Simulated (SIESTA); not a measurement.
## CuAu under changes of volume

One of the cells (14.847 Å³/atom); the others are scaled copies at fixed shape and fractional positions:

```
Au Cu
1.0
     2.82936    0.00000    0.00000
     0.00000    2.82936    0.00000
     0.00000    0.00000    3.70940
Au Cu
1 1
Cartesian
  0.0000 0.0000 0.0000
  1.4147 1.4147 1.8547
```

- Program: SIESTA 5.4.2
- Functional: PBE
- Potentials or basis: PseudoDojo 0.4 standard (PBE files)
- Basis: DZP (energy shift 0.002 Ry)
- Grid cutoff: 800 Ry
- Energy shift: 0.002 Ry
- k mesh: 9 × 9 × 7
- Occupations: fermi-dirac, width 0.05 eV
- Spin: no spin polarisation

```csv
volume (Å³/atom),energy over the lowest point (meV/atom),pressure (GPa)
13.683,?,?
13.974,39.69,12.9
14.265,20.11,8.8
14.847,1.09,2.1
15.139,0.00,-0.8
15.430,3.81,-3.3
```

What does the run at 13.683 Å³/atom give?

Energy over the lowest point 67.33 meV/atom; pressure 17.6 GPa.

Worked out: A Birch-Murnaghan fit of order 3 (a polynomial in V^(-2/3)) to the other rows has its minimum at 15.05 Å³/atom with B0 = V·E''(V) = 141 GPa and B' = 5.5 at fixed shape and positions, which overstates the stiffness. It gives 67.13 meV/atom at 13.683 Å³/atom, against the run's 67.33, and -dE/dV = 17.5 GPa, against 17.6.

Energies are extrapolated to zero smearing.

Caveats: semicore shells carry a single zeta, which can move pressures by several GPa and volumes by a few percent; the basis of atomic orbitals isn't converged, which shifts pressures, moduli and gaps.
